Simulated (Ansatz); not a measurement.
# Cs (fcc type): the cost of one run

Computed with Ansatz 0.2.0 (DFT PBE, with the methods named in each step, unless a step's input says otherwise).

## 1. Starting point

The structure is cubic, space group Fm-3m (No. 225). The conventional cell has a = 7.754 Å, b = 7.754 Å, c = 7.754 Å, α = 90.00°, β = 90.00°, γ = 90.00°.

Coordinates:

```cif
data_structure
_symmetry_space_group_name_H-M 'P 1'
_symmetry_Int_Tables_number 1
_cell_length_a 5.4829
_cell_length_b 5.4829
_cell_length_c 5.4829
_cell_angle_alpha 60.000
_cell_angle_beta 60.000
_cell_angle_gamma 60.000
_cell_volume 116.55
loop_
_atom_site_label
_atom_site_type_symbol
_atom_site_fract_x
_atom_site_fract_y
_atom_site_fract_z
_atom_site_occupancy
Cs1 Cs 0.00000 0.00000 0.00000 1
```

Whether this phase is the stable one at these pressures isn't tested.

## 2. Cell relaxed at zero pressure, PAW

Input file input.yaml:

```yaml
crystal:
  lattice:
    - [0.0, 3.8769736737, 3.8769736737]
    - [3.8769736737, 0.0, 3.8769736737]
    - [3.8769736737, 3.8769736737, 0.0]
  atoms:
    - { symbol: Cs, position: [0.0, 0.0, 0.0] }
kpoints:
  mp_grid: { grid: [10, 10, 10] }
scf:
  occupations: { method: fermi_dirac, width: 0.05 }
hamiltonian:
  xc: pbe
  pseudopotentials: { kind: paw }
output:
  forces: true
  stress: true
relax:
  f_tol: 0.005
  max_steps: 40
  cell: {}
```

Started as:

```console
ansatz run input.yaml --threads 1 --pin off --max-ram 2048MiB --backend cpu --events-out ev --progress --plain --runs-dir out
```

Q: Estimate wall time and peak memory on 1 thread of Arm Neoverse V1, shared host.

About 6.2 s, with a peak of 0.39 GiB.
